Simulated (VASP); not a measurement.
Write the native input for VASP 6.6.1 that does the following.

| Property | Result |
| --- | --- |
| Task | relaxation of cell and atoms |
| Functional | PBEsol |
| Potentials or basis | VASP PAW PBE potentials, release 64 (Ca_sv, O) |
| Cutoff | 600 eV |
| k mesh | 4 × 4 × 4 |
| Occupations | gaussian, width 0.02 eV |
| Spin | no spin polarisation |
| Further INCAR settings | ALGO = Fast; EDIFF = 1e-07; IBRION = 2; EDIFFG = -0.005; NSW = 90; ISIF = 3 |

The structure of CaO lies in POSCAR:

```
CaO
1.0
    0.0000000000      2.4535000000      2.4535000000
    2.4535000000      0.0000000000      2.4535000000
    2.4535000000      2.4535000000      0.0000000000
Ca O
1 1
Direct
    0.0000000000      0.0000000000      0.0000000000
    0.5000000000      0.5000000000      0.5000000000
```

These files were run (other wordings do the same):

INCAR

```
ALGO = Fast
EDIFF = 1E-7
EDIFFG = -0.005
ENCUT = 600
GGA = PS
IBRION = 2
ISIF = 3
ISMEAR = 0
LASPH = T
LCHARG = F
LREAL = F
LWAVE = F
NELM = 80
NSW = 90
PREC = Accurate
SIGMA = 0.02
```

KPOINTS

```
k-points
0
Gamma
  4 4 4
```

Potentials or basis: VASP PAW PBE potentials, release 64 (Ca_sv, O).

Command:

```sh
$ cat potpaw_PBE.64/Ca_sv/POTCAR potpaw_PBE.64/O/POTCAR > POTCAR
$ mpirun -np 1 vasp_std > vasp.out
```

It gave:

```json
{
 "Relaxed volume": "13.61 Å³/atom",
 "Relaxed cell": "a = 3.376 Å, b = 3.376 Å, c = 3.376 Å, α = 60.00°, β = 60.00°, γ = 60.00°",
 "Space group after relaxing (to 0.05 Å)": "Fm-3m (No. 225)",
 "Energy gained by relaxing": "30.7 meV/atom",
 "Ionic steps": "3",
 "Pressure after relaxing": "0.0 GPa",
 "Band gap on the k mesh": "3.52 eV, indirect (least direct gap 3.89 eV)"
}
```

Caveat: the k mesh is coarse (spacing up to 0.55 Å⁻¹), so the values aren't converged; the PAW data sets were made with another functional, which shifts forces and pressure a little.

Wall time 19 s on 1 thread of Intel(R) Xeon(R) Platinum 8488C (Sapphire Rapids) (shared host), peak memory 0.16 GiB.
